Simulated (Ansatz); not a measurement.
# NaH: the cost of one run

Program: Ansatz 0.2.0. Level of theory: DFT r2SCAN, scalar-relativistic, plane waves, PAW. These are calculated values, not measurements.

16 further runs of the same task are left out: 16 set aside as unsound or not needed.

**1. The system as given**

Symmetry: Fm-3m, No. 225, cubic system. Conventional cell: a = 4.880 Å, b = 4.880 Å, c = 4.880 Å, α = 90.00°, β = 90.00°, γ = 90.00°. Na (site symmetry m-3m) has 6 H at 2.44 Å as nearest neighbours. H (site symmetry m-3m) is surrounded by 6 Na at 2.44 Å.

As a file:

```
CELL_PARAMETERS angstrom
0.00000 2.44000 2.44000
2.44000 0.00000 2.44000
2.44000 2.44000 0.00000
ATOMIC_POSITIONS crystal
Na 0.00000 0.00000 0.00000
H 0.50000 0.50000 0.50000
```

The structure comes from the Crystallography Open Database.

**5. Plan of the scan**

The energy is mapped over two homogeneous strains (x along [1 0 0], y along [0 1 0], z along [0 0 1] of the conventional cell).

First coordinate, engineering shear strain xy: 9 values from −30.0 %. Second coordinate, normal strain along z: 9 values from −7.00 %.

Nothing else is relaxed (symmetry fixes all fractional coordinates). Energies count from the relaxed crystal. Points are written as (first, second).

(The set-up runs are not shown.)

**6. Grid point (−30.0 %, 7.00 %)**

File input.yaml:

```yaml
crystal:
  lattice:
    - [-0.3595547457, 2.3970316378, 2.5648238524]
    - [2.3970316378, -0.3595547457, 2.5648238524]
    - [2.0374768921, 2.0374768921, 0.0]
  atoms:
    - { symbol: Na, position: [0.0, 0.0, 0.0] }
    - { symbol: H, position: [0.5, 0.5, 0.5] }
basis:
  ecutwfc: 520.0
kpoints:
  mp_grid: { grid: [8, 8, 8] }
hamiltonian:
  xc: r2scan
scf:
  occupations: { method: fermi_dirac, width: 0.2 }
output:
  forces: true
  stress: true
  eigenvalues: true
```

Started as:

```
> ansatz run input.yaml --threads 1 --pin off --max-ram 2048MiB --backend cpu --events-out ev --progress --plain --runs-dir out
```

Q: Estimate wall time and peak memory on 1 thread of Arm Neoverse V2, shared host.

About 3.2 s, with a peak of 0.36 GiB.
